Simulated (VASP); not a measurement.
Input of a VASP 6.6.1 run:

File INCAR:

```
SYSTEM = Ga11P12
PREC     = Accurate       ! precision mode
ENCUT    = 350            ! plane-wave cutoff, eV
EDIFF    = 1E-5           ! SCF threshold, eV
ISMEAR   = 0              ! smearing method
SIGMA    = 0.03           ! smearing width, eV
LREAL    = Auto         
LASPH    = .TRUE.         ! aspherical terms in the spheres
NELM     = 120            ! most SCF steps
ALGO     = Normal         ! electronic algorithm
ISIF     = 2              ! what is computed and relaxed
LWAVE    = .FALSE.        ! write WAVECAR
LCHARG   = .FALSE.        ! write CHGCAR
ISPIN    = 2              ! spin polarisation
MAGMOM   = 0 0 0 0 0 0 0 0 0 0 0 0.25 0.25 0.25 0 0 0 0 0 0.25 0 0 0 ! initial moments
LORBIT   = 11             ! projections on sites
NUPDOWN  = 1              ! fixed moment
GGA      = PS             ! functional
NBANDS   = 122            ! bands
ISYM     = 0
```

KPOINTS

```
Automatic mesh
0
G
  2 2 2
  0 0 0
```

File POSCAR:

```
Ga11P12                                 
1.0
    0.0000000000      8.1757500000      8.1757500000
    5.4505000000      0.0000000000      5.4505000000
    5.4505000000      5.4505000000      0.0000000000
  Ga              P             
    11    12
Direct
     0.0049962350521975    0.0005466635744302    0.4963027799103552
     0.0056005411156901    0.4926768988979908    0.0054275790709588
     0.0053935454476208    0.4915275704675995    0.4950138243511547
     0.3270529553863658    0.0022465274306589    0.0042123411517841
     0.3264729787555602    0.0027836739409821    0.5029080045789088
     0.3269296542634373    0.5019474655313507    0.0035053403915202
     0.3318157234781057    0.4993196712043473    0.5009116457294257
     0.6700324496920042    0.9999293716113237    0.0003095481196463
     0.6687080709160714    0.9995830436267876    0.4946940048447465
     0.6692302610150549    0.4944400013014857    0.0003911154173105
     0.6668010391312794    0.4987811081917342    0.4997693128437716
     0.0783517717097210    0.1181730452375841    0.1215734937677480
     0.0783134519720560    0.1175525982190853    0.6436436667772738
     0.0787290819266794    0.6416711717444653    0.1207962124974695
     0.0832741254740589    0.6221105858107598    0.6265445924252838
     0.4182688908587721    0.1237472933513714    0.1247049871362190
     0.4178340668552503    0.1219615968519396    0.6246164943535176
     0.4183438852853422    0.6228317919284964    0.1235895185330943
     0.4178055204152427    0.6242674666311819    0.6248587498912251
     0.7602831384806980    0.1194686160465825    0.1197137401872342
     0.7532912625269799    0.1214285438140595    0.6234266244828430
     0.7539163519343272    0.6227803618095663    0.1224525492594498
     0.7536179983074903    0.6224259327762173    0.6233408742790528
```

Potentials or basis: VASP PAW PBE potentials, release 64 (Ga_d, P).

Command:

```bash
$ cat potpaw_PBE.64/Ga_d/POTCAR potpaw_PBE.64/P/POTCAR > POTCAR
$ mpirun -np 1 vasp_std > vasp.out
```

Problem. What does it give for the largest force?

Solution. 0.348 eV/Å.

Problem. Predict the pressure.

Solution. -2.4 GPa.

Stress tensor (GPa, compression positive):
```
-2.19  0.01  0.02
 0.01 -2.54 -0.08
 0.02 -0.08 -2.55
```

Caveat: the k mesh is coarse (spacing up to 0.50 Å⁻¹), so the values aren't converged; the cutoff is under 1.25 times the usual one of these potentials, so pressure, stress and relaxed cells hold a basis-set (Pulay) error; the PAW data sets were made with another functional, which shifts forces and pressure a little; the total moment is fixed, so each spin has its own Fermi level.
